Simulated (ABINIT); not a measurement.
The system is Sb.

```
Sb
1.0
    -1.87134    1.87134    1.87134
     1.87134   -1.87134    1.87134
     1.87134    1.87134   -1.87134
Sb
1
Direct
  0.00000 0.00000 0.00000
```

This isn't the form of Sb at room conditions, which is rhombohedral.

Base run:

```yaml
Program: ABINIT 10.8.3 (patched build)
Functional: LDA
Potentials_or_basis: PseudoDojo NC SR LDA v0.4.1 standard
Cutoff: 1088 eV
k_mesh: 8 × 8 × 8, with 2 shifts
Occupations: fermi-dirac, width 0.05 eV
Spin: no spin polarisation
```

Its results: pressure -1.6 GPa.

Task: The run is repeated on the same cell with these changes: k mesh from 8 × 8 × 8, with 2 shifts to 8 × 8 × 8. What comes out?

Result: Pressure -2.2 GPa.
